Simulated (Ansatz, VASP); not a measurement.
**One calculation of KBr, two programs**

Contents of INCAR:

```
SYSTEM = KBr
ALGO = Normal
EDIFF = 1E-6
ENCUT = 520
GGA = CA
ISIF = 2
ISMEAR = 0
LASPH = .True.
LCHARG = .False.
LREAL = .False.
LWAVE = .False.
NBANDS = 15
NELM = 60
PREC = Accurate
SIGMA = 0.05
```

File KPOINTS:

```
k-points
0
Gamma
  6 6 6
  0 0 0
```

The input POSCAR:

```
KBr
1.0
    0.0000000000      3.3912750000      3.1937250000
    3.3912750000      0.0000000000      3.1937250000
    3.3912750000      3.3912750000      0.0000000000
K Br
1 1
Direct
    0.0000000000      0.0000000000      0.0000000000
    0.5000000000      0.5000000000      0.5000000000
```

Input for Ansatz:

```yaml
crystal:
  lattice:
    - [0.0, 3.391275, 3.193725]
    - [3.391275, 0.0, 3.193725]
    - [3.391275, 3.391275, 0.0]
  atoms:
    - { symbol: K, position: [0.0, 0.0, 0.0] }
    - { symbol: Br, position: [0.5, 0.5, 0.5] }
basis:
  ecutwfc: 420
kpoints:
  mp_grid: { grid: [6, 6, 6] }
hamiltonian:
  xc: lda
scf:
  occupations: { method: gaussian, width: 0.05 }
output:
  forces: true
  stress: true
  eigenvalues: true
```

Change from the starting cell: strain +0.030 along x and y, -0.030 along z, atoms carried along.

Alike in both runs: task single point; functional LDA; k mesh 6 × 6 × 6; occupations gaussian, width 0.05 eV; no spin polarisation.

|  | VASP | Ansatz |
| --- | --- | --- |
| version | VASP 6.6.1 | Ansatz 0.2.0 |
| potentials or method | VASP PAW LDA potentials, release 64 (K_sv, Br) | scalar-relativistic, plane waves, PAW |
| plane-wave cutoff (eV) | 520 | 420 |
| valence electrons in the cell | 16 | 16 |

Ansatz gave:

```
gap on the k mesh at the Fermi level (eV)       : 3.95
least direct gap on the mesh (eV)               : 3.95
pressure (GPa)                                  : -1.7
largest component of the traceless stress (GPa) : 1.00
```

Q: What did VASP give for the same quantities?

A: gap on the k mesh at the Fermi level (eV): 3.96; least direct gap on the mesh (eV): 3.96; pressure (GPa): -1.7; largest component of the traceless stress (GPa): 1.03.
